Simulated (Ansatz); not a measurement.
# AlN: the cost of one run

Computed with Ansatz 0.2.0 (DFT LDA, scalar-relativistic, plane waves, PAW, unless a step's input says otherwise).

17 further runs of the same task are left out: 17 set aside as unsound or not needed.

**1. Starting point**

Symmetry: P6_3mc, No. 186, hexagonal system. The conventional cell has a = 3.089 Å, b = 3.089 Å, c = 4.944 Å, α = 90.00°, β = 90.00°, γ = 120.00°. Al (site symmetry 3m) has 4 N at 1.88 to 1.89 Å as nearest neighbours. N (site symmetry 3m) is surrounded by 4 Al at 1.88 to 1.89 Å.

Coordinates:

```cif
data_structure
_symmetry_space_group_name_H-M 'P6_3mc'
_symmetry_Int_Tables_number 186
_cell_length_a 3.0886
_cell_length_b 3.0886
_cell_length_c 4.9436
_cell_angle_alpha 90.000
_cell_angle_beta 90.000
_cell_angle_gamma 120.000
_cell_volume 40.84
loop_
_atom_site_label
_atom_site_type_symbol
_atom_site_symmetry_multiplicity
_atom_site_Wyckoff_symbol
_atom_site_fract_x
_atom_site_fract_y
_atom_site_fract_z
_atom_site_occupancy
Al1 Al 2 b 0.33333 0.66667 0.00152 1
N1 N 2 b 0.33333 0.66667 0.38348 1
```

It is the result of an earlier relaxation at this level (volume 10.21 Å³/atom; gap on the mesh: 4.42 eV).

**2. Plan of the line**

Rigid slide and opening across a plane, one cut a cell; the plane is (0 0 1) of the conventional cell, and the faces at the cut hold Al and N.

First coordinate, slide along 0 a1 + a2 (3.089 Å): 12 values from 0.000 to 0.917, periodic. Second coordinate, opening across the cut: 7 values from −0.3 to 3.2 Å.

Nothing else is relaxed (rigid halves). Energies count from the perfect crystal. Points are written as (first, second).

**3. Point (0.000, 0.3 Å)**

input.yaml reads:

```yaml
crystal:
  lattice:
    - [-3.0886152975, 0.0, 0.0]
    - [-1.5443076488, -2.6748193102, 0.0]
    - [0.0, 0.0, 10.1871685333]
  atoms:
    - { symbol: Al, position: [0.3333333333, 0.3333333333, 0.8778737497] }
    - { symbol: Al, position: [0.3333333333, 0.3333333333, 0.3925981551] }
    - { symbol: Al, position: [0.6666666667, 0.6666666667, 0.1499603578] }
    - { symbol: Al, position: [0.6666666667, 0.6666666667, 0.6352359524] }
    - { symbol: "N", position: [0.3333333333, 0.3333333333, 0.0926774394] }
    - { symbol: "N", position: [0.3333333333, 0.3333333333, 0.577953034] }
    - { symbol: "N", position: [0.6666666667, 0.6666666667, 0.3353152367] }
    - { symbol: "N", position: [0.6666666667, 0.6666666667, 0.8205908312] }
basis:
  ecutwfc: 520.0
kpoints:
  mp_grid: { grid: [8, 8, 3] }
hamiltonian:
  xc: lda
  pseudopotentials: { kind: paw, azcp: { folder: soft_1 } }
scf:
  occupations: { method: gaussian, width: 0.05 }
output:
  forces: true
  stress: true
  eigenvalues: true
```

Launch:

```bash
$ ansatz run input.yaml --threads 2 --pin off --max-ram 4096MiB --backend cpu --events-out ev --progress --plain --runs-dir out
```

What time and memory should one allow on 2 threads of Arm Neoverse N1, shared host?

About 5.1 s, with a peak of 0.31 GiB.
